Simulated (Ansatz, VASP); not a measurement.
**One calculation of Hf, two programs**

```xyz
1
Lattice="-1.7908 1.7908 1.7908 1.7908 -1.7908 1.7908 1.7908 1.7908 -1.7908" Properties=species:S:1:pos:R:3 pbc="T T T"
Hf    0.0000    0.0000    0.0000
```

Change from the starting cell: functional pbe, volume scaled by 1.04, PAW files.

Alike in both runs: task electric field gradients; functional PBE; k mesh 14 × 14 × 14; occupations fermi-dirac, width 0.05 eV; no spin polarisation.

|  | VASP | Ansatz |
| --- | --- | --- |
| version | VASP 6.6.1 | Ansatz 0.2.0 |
| potentials or method | VASP PAW PBE potentials, release 64 (Hf_pv) | PAW with Ansatz's default frozen-core files, scalar-relativistic |
| plane-wave cutoff (eV) | 520 | 420 |
| valence electrons in the cell | 10 | 26 |

|  | VASP | Ansatz | Ansatz less VASP |
| --- | --- | --- | --- |
| pressure (GPa) | -3.2 | -2.8 | +0.35 |
| Vzz of the field gradient on the site that differs most (V/Å²) | 0.0 | 0.0 | 0.00 |

The two sets of potentials don't hold the same shells in valence. Ansatz warned: «gradients_without_spin_orbit».

The runs have no spin-orbit coupling, so splittings on Hf are missing.
